One row of this MoS2 table looks wrong. The six-atom cell in space group 164 takes up 31.75 Å³ per atom, two thirds more than the most stable structure, yet lies only 7 meV/atom above it. The three-atom cell with the same space group number is slightly denser than the most stable structure and lies 296 meV/atom above it. If dense packing decided stability, these two rows would stand in the opposite order.

MoS2 structures relaxed from database cells, with energies per atom given relative to the lowest-energy structure. Calculated with Ansatz 0.2.0 using the r2SCAN functional, plane-wave PAW, a 500 eV cutoff and a scalar-relativistic treatment without spin polarisation. Cell and atoms were relaxed at zero pressure, keeping the starting symmetry.

```
   found from  space group number  atoms in cell  volume per atom (Å³)  over lowest (meV/atom)
database cell                 194              6                 18.99                     0.0
database cell                 160              3                 19.03                     1.0
database cell                 164             12                 25.40                     3.0
database cell                 164              6                 31.75                     7.0
database cell                 166              3                 18.77                   293.0
database cell                 164              3                 18.85                   296.0
```

The roomy cell is not a new form of bulk MoS2. It holds two sulfur–molybdenum–sulfur layers with the same in-plane edge as in the lowest row, 3.184 Å, and then about 8.7 Å of additional empty height. It is a two-layer film, repeated with gaps between the films. The twelve-atom cell is a four-layer film of the same kind. At zero pressure empty space costs no energy in itself, so a large volume per atom is no sign of an unstable structure.

What the films do pay for is a lost contact between layers. In the bulk each layer touches the next one without end, whereas in a film cell one contact is pulled open. If the layers themselves stay as they were, the cost is one contact energy shared among all atoms of the cell:

penalty per atom = E_contact / N

Here E_contact is the energy of one contact over the area of one cell, and N is the number of atoms in the cell.

The two-layer film gives the contact energy, and the four-layer film tests it. With the energies before rounding, the steps are

E_contact = 6 × 6.88 meV = 41.3 meV
penalty of the four-layer film = 41.3 meV / 12 = 3.44 meV/atom

The calculation gives the four-layer film the same 3.44 meV/atom, printed as 3.0 in the table. The simple count therefore holds for this pair, and thicker films should approach the bulk as one over the number of layers. The output below lists these differences.

The size of the contact energy is less trustworthy than the way it is shared out. The functional, r2SCAN, was used without a dispersion correction, and dispersion is most of what holds such layers together. The computed contact is worth about 5 meV per Å², while a rough literature value is 20. With that value the two films would lie roughly 30 and 15 meV/atom above the bulk, still far below the two rows at the bottom of the table. Missing dispersion is also expected to leave the bulk layers too far apart, so volume differences of about one percent among the four bulk rows should not be trusted.

The two rows at the bottom of the table differ from the others inside the layer. In the three-atom cell of space group 164, and in that of group 166, molybdenum sits on a centre of inversion, so its six sulfur neighbours form an octahedron. In the other four rows they form a trigonal prism, with the upper sulfur triangle directly above the lower one. The cheapest octahedral row lies 293 meV/atom above the cheapest prismatic one, or 878 meV per MoS2. That is about twenty times the computed contact energy, and still about five times the contact energy that follows from the literature value.

The reason lies in the two d electrons that molybdenum keeps in MoS2. In the prism, the sulfur neighbours and the mixing among the d orbitals set one low band apart from the rest, and two electrons fill it exactly. In the octahedron three bands lie close together and the same two electrons fill them only in part. The computed band gaps show this contrast: more than 1.1 eV in each prismatic row and none in the octahedral ones. That the filled low band also accounts for most of the energy step is an argument from ligand-field theory; the calculation does not split the total energy to prove it.

The argument also shows what would weaken the preference. A third d electron would have to go above the gap in the prism, but would find room in the partly filled bands of the octahedron. Adding electrons to the layers, as lithium does when it enters between them, therefore favours the octahedral form.

How the layers are stacked matters far less. The two prismatic bulk stackings, groups 194 and 160, differ by 0.6 meV/atom, too little to rank them while the dispersion between the layers is missing. The two octahedral stackings differ by 3 meV/atom, within the 4 meV/atom to which metals are converged. Neither pair has a resolved winner.

For screening layered sulfides whose metal keeps two d electrons, this suggests an order of work: sort the candidates by the coordination of the metal, then check whether a large volume is merely empty space, and compare stackings only with dispersion included. One question stays open for MoS2 itself. Octahedral layers are known to lower their energy by drawing molybdenum atoms together into chains, which a cell with a single molybdenum atom does not allow. The 293 meV/atom is thus the price of the ideal octahedral layer, computed without spin polarisation, and how much of it remains after that distortion has to come from a larger cell of lower symmetry.

Printed output of the fit:

```
Rows with finer energies:
            row  space group  layers in cell  over lowest in meV/atom  gap in eV  volume change from lowest in percent
  database cell          194               2                        0      1.158                                     0
  database cell          160               1                      0.6      1.151                                0.2106
  database cell          164               4                     3.44      1.219                                 33.75
  database cell          164               2                     6.88      1.357                                 67.19
  database cell          166               1                    292.8          0                                -1.159
  database cell          164               1                    295.7          0                               -0.7372
Difference of the two prismatic bulk stackings in meV/atom: 0.6
Difference of the two octahedral stackings in meV/atom: 2.89
Lowest octahedral row over lowest prismatic row in meV/atom: 292.8
The same step in meV per MoS2: 878.4
Smallest distance between the two groups in meV/atom: 285.9
Layer spacing of the lowest row in angstrom: 6.487
Extra empty height in the four-layer cell in angstrom: 8.759
Extra empty height in the two-layer cell in angstrom: 8.722
Energy of the lost contact from the four-layer cell in meV: 41.28
Energy of the lost contact from the two-layer cell in meV: 41.28
Lost contact per area in meV/angstrom^2: 4.702
Four-layer penalty predicted from the two-layer cell in meV/atom: 3.44
Four-layer penalty computed in meV/atom: 3.44
Coordination step over lost contact, both per MoS2, as a ratio: 21.28
Rough two-layer penalty with dispersion in meV/atom: 29.27
Rough four-layer penalty with dispersion in meV/atom: 14.63
```
